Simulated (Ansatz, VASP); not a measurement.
## Mo4H in VASP and in Ansatz

```xyz
5
Lattice="4.0450 0.0000 0.0000 0.0000 4.0450 0.0000 0.0000 0.0000 4.0450" Properties=species:S:1:pos:R:3 pbc="T T T"
H     2.0225    2.0225    2.0225
Mo    0.0000    2.0225    2.0225
Mo    2.0225    2.0225    0.0000
Mo    2.0225    0.0000    2.0225
Mo    0.0000    0.0000    0.0000
```

Change from the starting cell: species swapped into the Fe4N type (Pm-3m, No. 221).

Alike in both runs: task relaxation of cell and atoms; functional PBE; k mesh 10 × 10 × 10; occupations gaussian, width 0.1 eV; no spin polarisation.

```csv
,VASP,Ansatz
version,VASP 6.6.1,Ansatz 0.2.0
potentials or method,"VASP PAW PBE potentials, release 64 (H, Mo_sv)","scalar-relativistic, plane waves, PAW"
plane-wave cutoff (eV),600,420
valence electrons in the cell,57,57
```

```tsv
	VASP	Ansatz	Ansatz less VASP
gap on the k mesh at the Fermi level, each at its own relaxed structure (eV)	none	none	-
relaxed volume (Å³/atom)	13.21	13.19	-0.018
relaxed cell length with the largest relative difference (Å)	4.042	4.041	-0.0018
```

A gap of «none» marks a metal or a gap that the smearing closes.
